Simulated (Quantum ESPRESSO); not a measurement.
Input of a Quantum ESPRESSO 7.5 run:

The input pw.in:

```
&CONTROL
  calculation = 'scf'
  prefix = 'pwscf'
  outdir = './tmp'
  pseudo_dir = './pseudo'
  tprnfor = .true.
  disk_io = 'low'
/
&SYSTEM
  ibrav = 0
  celldm(1) = 8
  nat = 6
  ntyp = 2
  ecutwfc = 74
  nbnd = 36
  occupations = 'smearing'
  smearing = 'fd'
  degauss = 0.00367493
/
&ELECTRONS
  conv_thr = 6d-09
  electron_maxstep = 150
  mixing_beta = 0.3
  mixing_mode = 'local-TF'
/
ATOMIC_SPECIES
S     32.0600 S.upf
W    183.8400 W.upf
CELL_PARAMETERS alat
  0.7519967530608   0.0000000000000   0.0000000000000
 -0.3759983765440   0.6512482917219   0.0000000000000
  0.0000000000000   0.0000000000000   8.2839691479500
ATOMIC_POSITIONS crystal
S      0.6666666700    0.3333333400    0.2138610381
W      0.3333333300    0.6666666600    0.2583287877
S      0.6666666700    0.3333333400    0.3027965373
S      0.6666666700    0.3333333400    0.6972034627
W      0.3333333300    0.6666666600    0.7416712123
S      0.6666666700    0.3333333400    0.7861389619
K_POINTS automatic
10 10 1 0 0 0
```

File pp_density.in:

```
&INPUTPP
  prefix = 'pwscf'
  outdir = './tmp'
  filplot = 'density.dat'
  plot_num = 0
/
&PLOT
  nfile = 1
  filepp(1) = 'density.dat'
  iflag = 3
  output_format = 6
  fileout = 'density.cube'
/
```

The input pp_potential.in:

```
&INPUTPP
  prefix = 'pwscf'
  outdir = './tmp'
  filplot = 'potential.dat'
  plot_num = 11
/
&PLOT
  nfile = 1
  filepp(1) = 'potential.dat'
  iflag = 3
  output_format = 6
  fileout = 'potential.cube'
/
```

The input pp_elf.in:

```
&INPUTPP
  prefix = 'pwscf'
  outdir = './tmp'
  filplot = 'elf.dat'
  plot_num = 8
/
&PLOT
  nfile = 1
  filepp(1) = 'elf.dat'
  iflag = 3
  output_format = 6
  fileout = 'elf.cube'
/
```

Potentials or basis: PseudoDojo 0.4.1 SR PBE standard.

The run is started by

```sh
$ OMP_NUM_THREADS=1 pw.x -in pw.in > pw.out
$ OMP_NUM_THREADS=1 pp.x -in pp_density.in > pp_density.out
$ OMP_NUM_THREADS=1 pp.x -in pp_potential.in > pp_potential.out
$ OMP_NUM_THREADS=1 pp.x -in pp_elf.in > pp_elf.out
```

Q: Predict the ionisation potential of the upper face.

A: 5.72 eV.

Q: Predict the electron affinity of the upper face.

A: 3.73 eV.

Q: What does it give for the band gap on the k mesh?

A: 1.99 eV, indirect (least direct gap 2.15 eV).

Forces on the atoms (eV/Å):
```
S    0.000  0.000 -0.263
W    0.000  0.000  0.000
S    0.000  0.000  0.263
S    0.000  0.000 -0.263
W    0.000  0.000  0.000
S    0.000  0.000  0.263
```

Caveat: ionisation potential and electron affinity come from Kohn-Sham levels, which understate the gap; spin-orbit coupling is left out, which moves the levels of the heavy elements. Expect the measured gap to be larger: semilocal functionals such as PBE lack the derivative discontinuity.
